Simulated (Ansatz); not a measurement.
# YZr2O2: competing structures

The calculation used DFT PBE, scalar-relativistic, plane waves, PAW (Ansatz 0.2.0). All cells share a 420 eV cutoff and Γ-centred k meshes spaced at most about 0.3 Å⁻¹ (about 0.25 or finer for metals, 2π included). No spin polarisation.

Energies over the elements count from the elements' standard structures at the same level (O₂ as a molecule), with no fitted energy shifts.

Temperature and zero-point effects are left out. The comparison covers the computed candidates alone. In P-3m1, I4/mmm, P6/mmm, P4/mmm, P-6m2 an odd number of electrons in the primitive cell allows no gap without spin; a larger cell or a magnetic state could open one. A magnetic state wasn't ruled out in cells without spin, among them P-3m1, I4/mmm, P6/mmm, P4/mmm, P-6m2.

Invented guesses were relaxed alike, and ends that match in structure were merged. ΔE counts from the first row. Coordination counts O atoms around Y and Zr (those within 1.25 times the shortest such distance or 1.15 times the sum of covalent radii; the shortest distance is added where it is long for a bond). The ends were matched against large subsets of the Crystallography Open Database and the Materials Project, so a missing match doesn't prove that a structure is unreported.

```
#            reached from  type and space group  atoms  Å³/atom          coordination  ΔE (meV/atom)  gap on mesh (eV)  in databases
1   Mn2ZnAs2 type (P-3m1)       P-3m1 (No. 164)      5     15.3             Y 6, Zr 3              0              0.00      no match
2   YSi2Ir2 type (I4/mmm)      I4/mmm (No. 139)      5     20.6             Y 2, Zr 4            358              0.00      no match
3             random cell      P6/mmm (No. 191)      5     18.2             Y 6, Zr 2            440              0.00      no match
4  CeMg2Si2 type (P4/mmm)      P4/mmm (No. 123)      5     17.3  Y 8 from 3.2 Å, Zr 4            846              0.00      no match
5             random cell       P-6m2 (No. 187)      5     31.1  Y 2 from 3.0 Å, Zr 1           2161              0.00      no match
```

The lowest: Space group P-3m1 (No. 164), trigonal, a = 3.297 Å, c = 8.152 Å. Around Y lie 6 O at 2.33 Å, 6 Y at 3.30 Å and 6 Zr at 3.38 Å; Zr has 3 O at 2.39 Å, 9 Zr at 3.20–3.30 Å and 3 Y at 3.38 Å; around O lie 3 Y at 2.33 Å and 3 Zr at 2.39 Å. Its energy over the elements is −2.12 eV/atom. A negative formation energy is needed for stability but isn't enough: competing phases decide. An observed structure of this formula, if there is one, may be missing.

```
CELL_PARAMETERS angstrom
3.29685 0.00000 0.00000
-1.64842 2.85515 0.00000
0.00000 0.00000 8.15166
ATOMIC_POSITIONS crystal
Y 0.00000 0.00000 0.00000
Zr 0.33333 0.66667 0.34192
Zr 0.66667 0.33333 0.65808
O 0.33333 0.66667 0.83474
O 0.66667 0.33333 0.16526
```

The second: Space group I4/mmm (No. 139), tetragonal, a = 4.235 Å, c = 11.471 Å. Around Y lie 2 O at 2.27 Å and 8 Zr at 3.56 Å; Zr has 4 O at 2.20 Å, 4 Zr at 2.99 Å and 4 Y at 3.56 Å; O is surrounded by 4 Zr at 2.20 Å and 1 Y at 2.27 Å. Counting O atoms around Y and Zr, the first has Y 6, Zr 3 and the second has Y 2, Zr 4. Cells relaxed within their symmetry can be saddle points. Some types were kept out of the candidates beforehand, so the set may lack a known form.
